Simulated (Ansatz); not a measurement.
InP, DFT, PBEsol, all-electron PAW with datasets made for the crystal, scalar-relativistic (Ansatz 0.2.0), run on 1 thread of Arm Neoverse V1 on a shared host.

The cell comes from COD entry 1538565, which wasn't checked; take it as a given geometry. The listed cell was then made from it by scaling, straining or moving an atom.

Command: `ansatz run input.yaml --threads 1 --pin off --max-ram 3072MiB --backend cpu --events-out ev --progress --plain --runs-dir out`

```yaml
crystal:
  lattice:
    - [0.0, 2.855, 2.82645]
    - [2.855, 0.0, 2.82645]
    - [2.855, 2.855, 0.0]
  atoms:
    - { symbol: In, position: [0.0, 0.0, 0.0] }
    - { symbol: P, position: [0.5, 0.5, 0.5] }
kpoints:
  mp_grid: { grid: [11, 11, 11] }
scf:
  occupations: { method: fermi_dirac, width: 0.03 }
hamiltonian:
  xc: pbesol
  pseudopotentials: { kind: all_electron, datasets: crystal }
output:
  forces: true
  stress: true
  eigenvalues: true
  efg: { contact_densities: true }
```

Q: How large is the problem that the program sets up?

A: 126 irreducible k-points, 395 plane waves at Γ, 13 bands.

Q: Estimate the wall time and the peak memory.

A: 10 s of wall time for 8 SCF iterations, with a peak of 0.46 GiB. Times on shared machines scatter by tens of per cent.

Q: And the same cell and mesh by PAW (frozen-core files), asked for forces, stress, eigenvalues, efg, on the same hardware?

A: 8.7 s, peak memory 0.4 GiB.
